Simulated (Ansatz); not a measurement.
**TiPbO₃, a database entry at a rescaled volume**

```yaml
crystal:
  lattice:
    - [4.00768, 0.00000, 0.00000]
    - [0.00000, 8.01536, 0.00000]
    - [0.00000, 0.00000, 4.00768]
  atoms:
    - { symbol: Pb, position: [0.00000, 0.00000, 0.00000] }
    - { symbol: Pb, position: [0.00000, 0.50000, 0.00000] }
    - { symbol: Ti, position: [0.50000, 0.25000, 0.50000] }
    - { symbol: Ti, position: [0.50000, 0.75000, 0.50000] }
    - { symbol: O, position: [0.00000, 0.25000, 0.50000] }
    - { symbol: O, position: [0.00000, 0.75000, 0.50000] }
    - { symbol: O, position: [0.50000, 0.00000, 0.50000] }
    - { symbol: O, position: [0.50000, 0.50000, 0.50000] }
    - { symbol: O, position: [0.50000, 0.25000, 0.00000] }
    - { symbol: O, position: [0.50000, 0.75000, 0.00000] }
```

Level: r2SCAN, collinear spin; 500 eV; 6×3×6 Γ-centred mesh; fermi-dirac occupations (width 0.0157 eV); Ansatz 0.2.0, fixed geometry.

The state carries no moments; the state need not be the lowest.

(1) Is the cell too large or too small?

(2) What is the formation energy?

(3) Which element gives electrons and which takes them?

(4) Describe some of the short contacts.

(5) Is there a gap, and of what kind?

Origin: a database entry at a rescaled volume. Caveats: the input typed no starting moments; no spin-orbit coupling, which can shift this gap by tenths of an eV.

Results:

(1) The pressure is -9.4 GPa (compression positive), so with the atoms held at these fractions the cell would first shrink.

(2) -2.50 eV an atom against the elements' usual phases (free molecules for gases, crystals otherwise, with no correction for O₂ or N₂), so it is bound against them; other compounds may still compete. Relaxing would lower it.

(3) Bader charges in e: Ti +2.34, Pb +1.45, O -1.26. In the mean Ti gives up most and O takes most.

(4) Ti–O at 2.00 Å: least valence density 0.62 e/Å³ and ELF 0.19 there. Pb–O at 2.83 Å: least valence density 0.16 e/Å³ and ELF 0.09 there, a closed-shell (ionic or weak) contact. Both are smooth PAW fields, read partly inside the augmentation spheres.

(5) The gap is 1.97 eV, direct at the points sampled. A semilocal functional usually gives too small a gap.
